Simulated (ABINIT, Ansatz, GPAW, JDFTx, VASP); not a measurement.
# InAs: equilibrium volume by level of theory

```yaml
crystal:
  lattice:
    - [0.00000, 3.01800, 3.01800]
    - [3.01800, 0.00000, 3.01800]
    - [3.01800, 3.01800, 0.00000]
  atoms:
    - { symbol: In, position: [0.00000, 0.00000, 0.00000] }
    - { symbol: As, position: [0.75000, 0.75000, 0.75000] }
```

```tsv
rung	level	program and potentials	cutoff (eV)	k mesh	smearing	task	spin	equilibrium volume (Å³/atom)	miss	notes
LDA	LDA	ABINIT, PseudoDojo NC SR LDA v0.4.1 standard	1088	6 × 6 × 6	fermi-dirac 0.05	relaxation of cell and atoms	off	27.35	-1.6 %	14 valence electrons an atom on average
LDA	LDA	Ansatz, all-electron LAPW, scalar-relativistic	-	8 × 8 × 8	fermi-dirac 0.05	relaxation of cell and atoms	off	27.37	-1.5 %	-
LDA	LDA	JDFTx, PseudoDojo-SR-LDA-0.4.1-standard	1088	8 × 8 × 8	fermi-dirac 0.05	equation of state	off	(a)	?	-
GGA	AM05	GPAW, PAW data sets generated for this functional	600	6 × 6 × 6	fermi-dirac 0.05	equation of state	off	28.32	+1.9 %	-
GGA + dispersion	BLYP+D3(BJ)	Ansatz, all-electron LAPW, scalar-relativistic	-	8 × 8 × 8	fermi-dirac 0.05	relaxation of cell and atoms	off	28.67	+3.1 %	-
GGA	PBE	VASP, PBE PAW files As, In_d, 600 eV	600	6 × 6 × 6	fermi-dirac 0.05	relaxation of cell and atoms	off	29.66	+6.7 %	9 valence electrons an atom on average
GGA	PBE	VASP, PBE PAW files As, In_d, 600 eV	600	6 × 6 × 6	fermi-dirac 0.05	relaxation of cell and atoms	SOC, no magnetisation	29.64	+6.6 %	9 valence electrons an atom on average
GGA	PBE	VASP, PBE PAW files As_GW, In_d_GW, 630 eV	630	8 × 8 × 8	fermi-dirac 0.05	relaxation of cell and atoms	off	29.58	+6.4 %	9 valence electrons an atom on average
GGA + dispersion	PBE+D4	Ansatz, all-electron LAPW, scalar-relativistic	-	8 × 8 × 8	fermi-dirac 0.05	relaxation of cell and atoms	off	28.52	+2.6 %	-
GGA + dispersion	PBE+MBD	VASP, PBE PAW files As, In_d, 600 eV	600	8 × 8 × 8	fermi-dirac 0.05	relaxation of cell and atoms	off	(b)	?	9 valence electrons an atom on average
GGA + dispersion	PW91+D4	GPAW, PAW data sets generated for this functional	600	6 × 6 × 6	fermi-dirac 0.05	equation of state	off	28.55	+2.7 %	-
GGA + dispersion	revPBE+D3(zero damping)	GPAW, the program's PAW data sets (release 1.2.1) made for this functional	600	6 × 6 × 6	fermi-dirac 0.05	equation of state	off	28.77	+3.5 %	-
GGA + dispersion	revPBE+D4	GPAW, the program's PAW data sets (release 1.2.1) made for this functional	600	6 × 6 × 6	fermi-dirac 0.05	equation of state	off	(c)	?	-
non-local van der Waals functional	vdW-DF-cx	GPAW, GPAW PAW data sets (gpaw-data 1.2.1)	600	6 × 6 × 6	fermi-dirac 0.05	equation of state	off	28.72	+3.3 %	potentials made for PBE
meta-GGA	TPSS	VASP, PBE PAW files As, In_d, 600 eV	600	8 × 8 × 8	gaussian 0.05	relaxation of cell and atoms	off	29.29	+5.4 %	potentials made for PBE; 9 valence electrons an atom on average
meta-GGA + dispersion	r2SCAN+D3(BJ)	VASP, PBE PAW files As, In_d, 600 eV	600	8 × 8 × 8	gaussian 0.05	relaxation of cell and atoms	off	28.08	+1.0 %	potentials made for PBE; 9 valence electrons an atom on average
hybrid	HSEsol	VASP, PBE PAW files As, In_d, 600 eV	600	4 × 4 × 4	fermi-dirac 0.05	relaxation of cell and atoms	off	27.65	-0.5 %	coarse mesh; potentials made for PBE; 9 valence electrons an atom on average
hybrid	PBEsol0	VASP, PBE PAW files As, In_d, 600 eV	600	4 × 4 × 4	fermi-dirac 0.05	relaxation of cell and atoms	off	27.53	-1.0 %	coarse mesh; potentials made for PBE; 9 valence electrons an atom on average
```

Smearing widths are in eV. For a metal such meshes aren't converged. Meshes differ between rows, which moves values too. Meshes are those of the run's cell of 2 atoms unless a note names another. Relaxations start from the cell shown or near it and stop with a little pressure left. The cell shown, of 27.49 Å³ an atom, is the runs' start and not the measured value. Misses use the values as printed. Runs on faulty files, with rough fits or with known faults for this quantity aren't shown.

Measured: 27.8 Å³/atom at 298.15 K (a printed reference work). The runs are for a static lattice.

Task: Estimate the values left out from the other rows.

Result: (a) 27.32 Å³/atom, miss -1.7 %; (b) 28.75 Å³/atom, miss +3.4 %; (c) 28.36 Å³/atom, miss +2.0 %.
